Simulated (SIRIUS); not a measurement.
**TiCo in SIRIUS: the effect of functional**

The system is TiCo.

```
Co Ti
1.0
     2.98611    0.00000    0.00000
     0.00000    2.98611    0.00000
     0.00000    0.00000    2.98611
Co Ti
1 1
Direct
  0.50000 0.50000 0.50000
  0.00000 0.00000 0.00000
```

The cell comes from a database or a generator and needn't be the stable form of this composition.

Alike in all runs:

| Item | Value |
| --- | --- |
| Program | SIRIUS 7.12.0 |
| Task | single point |
| Potentials or basis | PseudoDojo 0.4.1 PBE standard (scalar relativistic) |
| Cutoff | 1307 eV |
| Density cutoff | 5227 eV |
| k mesh | 5 × 5 × 5 |
| Occupations | fermi-dirac, width 0.05 eV |
| Spin | collinear spin, ferromagnetic start |
| Starting moments | [2.0, 1.0] μB |

Question: One run gave: pressure -13.9 GPa. Which functional did it use?
A. PBE
B. PW91
C. HTBS
D. PBEsol
E. LDA

Answer: E.

| functional | pressure (GPa) |
| --- | --- |
| LDA | -13.9 |
| PBE | 0.3 |
| PBEsol | -7.0 |
| RPBE | 5.0 |
| revPBE | 3.7 |
| BLYP | 5.3 |
| PW91 | -0.4 |
| AM05 | -7.6 |
| BP86 | -0.5 |
| HTBS | -5.2 |
| XLYP | 6.6 |

Caveats: all runs use coarse meshes; the potentials were made for another functional, which shifts forces and pressure (some runs).

Not every run made on this cell is shown here.
